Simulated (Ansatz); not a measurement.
**H interstitial in BaO**

What does a H interstitial cost in BaO, and how do its neighbours move? It is set in a cell of 32 host atoms.

Computed with Ansatz 0.2.0 (DFT PBE, scalar-relativistic, plane waves, PAW, unless a step's input says otherwise).

3 further runs of the same task are left out: 3 set aside as unsound or not needed.

## (1) The structure to begin with

Symmetry: Fm-3m, No. 225, cubic system. Conventional cell: a = 5.574 Å, b = 5.574 Å, c = 5.574 Å, α = 90.00°, β = 90.00°, γ = 90.00°. Ba (site symmetry m-3m) is surrounded by 6 O at 2.79 Å. O (site symmetry m-3m) is surrounded by 6 Ba at 2.79 Å.

Structure file:

```cif
data_structure
_symmetry_space_group_name_H-M 'Fm-3m'
_symmetry_Int_Tables_number 225
_cell_length_a 5.5740
_cell_length_b 5.5740
_cell_length_c 5.5740
_cell_angle_alpha 90.000
_cell_angle_beta 90.000
_cell_angle_gamma 90.000
_cell_volume 173.18
loop_
_atom_site_label
_atom_site_type_symbol
_atom_site_symmetry_multiplicity
_atom_site_Wyckoff_symbol
_atom_site_fract_x
_atom_site_fract_y
_atom_site_fract_z
_atom_site_occupancy
Ba1 Ba 4 a 0.00000 0.00000 0.00000 1
O1 O 4 b 0.50000 0.00000 0.00000 1
```

It goes back to an entry of the Materials Project.

This cell was relaxed beforehand with the same method: volume 21.65 Å³/atom, gap on the mesh 2.10 eV.

The perfect supercell (rows -1 -1 3; -1 -1 -1; 3 -1 -1 in vectors of this cell) comes from an earlier run at this level (32 atoms, E(σ→0) -104312.7269 eV, gap 2.41 eV on its own mesh).

## (2) The defect cell

The extra atom is put at (0.000, 0.750, 0.000) of the supercell, the middle of a void of radius 2.41 Å. The other atoms start on their ideal sites. Its neighbours are 4 Ba at 2.41 Å, 4 O at 2.41 Å.

## (3) Relaxing the defect

File input.yaml:

```yaml
crystal:
  lattice:
    - [5.5739975471, 5.5739975471, -5.5739975471]
    - [-5.5739975471, -5.5739975471, -5.5739975471]
    - [-5.5739975471, 5.5739975471, 5.5739975471]
  atoms:
    - { symbol: Ba, position: [0.25, 0.0, 0.75] }
    - { symbol: Ba, position: [0.5, 0.75, 0.75] }
    - { symbol: Ba, position: [0.75, 0.5, 0.75], spin: 0.111 }
    - { symbol: Ba, position: [0.75, 0.0, 0.25] }
    - { symbol: Ba, position: [0.0, 1.0, 0.0], spin: 0.111 }
    - { symbol: Ba, position: [0.25, 0.75, 0.0], spin: 0.111 }
    - { symbol: Ba, position: [0.5, 0.5, 0.0] }
    - { symbol: Ba, position: [0.75, 0.25, 0.0] }
    - { symbol: Ba, position: [0.0, 0.25, 0.75] }
    - { symbol: Ba, position: [0.5, 0.0, 0.5] }
    - { symbol: Ba, position: [0.75, 0.75, 0.5] }
    - { symbol: Ba, position: [0.0, 0.75, 0.25], spin: 0.111 }
    - { symbol: Ba, position: [0.25, 0.5, 0.25] }
    - { symbol: Ba, position: [0.5, 0.25, 0.25] }
    - { symbol: Ba, position: [0.0, 0.5, 0.5] }
    - { symbol: Ba, position: [0.25, 0.25, 0.5] }
    - { symbol: O, position: [0.25, 0.25, 0.0] }
    - { symbol: O, position: [0.5, 0.0, 0.0] }
    - { symbol: O, position: [0.75, 0.75, 0.0], spin: 0.111 }
    - { symbol: O, position: [0.75, 0.25, 0.5] }
    - { symbol: O, position: [0.0, 0.25, 0.25] }
    - { symbol: O, position: [0.25, 0.0, 0.25], spin: 0.111 }
    - { symbol: O, position: [0.5, 0.75, 0.25] }
    - { symbol: O, position: [0.75, 0.5, 0.25] }
    - { symbol: O, position: [0.0, 0.5, 0.0], spin: 0.111 }
    - { symbol: O, position: [0.5, 0.25, 0.75] }
    - { symbol: O, position: [0.75, 0.0, 0.75] }
    - { symbol: O, position: [0.0, 0.0, 0.5] }
    - { symbol: O, position: [0.25, 0.75, 0.5] }
    - { symbol: O, position: [0.5, 0.5, 0.5] }
    - { symbol: O, position: [0.0, 0.75, 0.75], spin: 0.111 }
    - { symbol: O, position: [0.25, 0.5, 0.75] }
    - { symbol: H, position: [0.0, 0.75, 0.0], spin: 0.111 }
  host:
    lattice:
      - [0.0, 2.7869987736, 2.7869987736]
      - [2.7869987736, 0.0, 2.7869987736]
      - [2.7869987736, 2.7869987736, 0.0]
    atoms:
      - { symbol: Ba, position: [0.0, 0.0, 0.0] }
      - { symbol: O, position: [0.5, 0.5, 0.5] }
basis:
  ecutwfc: 420
  xc_grid: 2
kpoints:
  mp_grid: { grid: [2, 2, 2], shift: [0.5, 0.5, 0.5] }
hamiltonian:
  xc: pbe
scf:
  occupations: { method: gaussian, width: 0.01 }
output:
  forces: true
  stress: false
  eigenvalues: true
  populations: true
  charged_corrections: { defect_position: [0.0, 0.75, 0.0] }
  write_density: true
  write_potential: true
  elf: true
  volumetric_format: npy
magnetization:
  spin_polarized: true
relax:
  adjacent_minimum: "off"
  f_tol: 0.025
  max_steps: 45
```

Run with:

```
$ ansatz run input.yaml --threads 4 --pin off --max-ram 6144MiB --backend cpu --events-out ev --progress --plain --runs-dir out
```

**Question.** What will these runs give? Wanted: formation energy, neutral; moment, neutral; nearest atoms after relaxation, one image of each, neutral.

**Answer**, as computed:

```
                                                  quantity                          value
                                 formation energy, neutral                        2.16 eV
                                           moment, neutral                        1.00 μB
nearest atoms after relaxation, one image of each, neutral  4 Ba at 2.46 Å, 4 O at 2.50 Å
```

In words: Forming the neutral defect takes 2.16 eV with the elements as reservoirs. The neutral defect changes the cell's moment by 1.00 μB. With 32 host sites the defect feels its images, so energies are good to tenths of an eV at best. A distortion of lower symmetry was not tried.
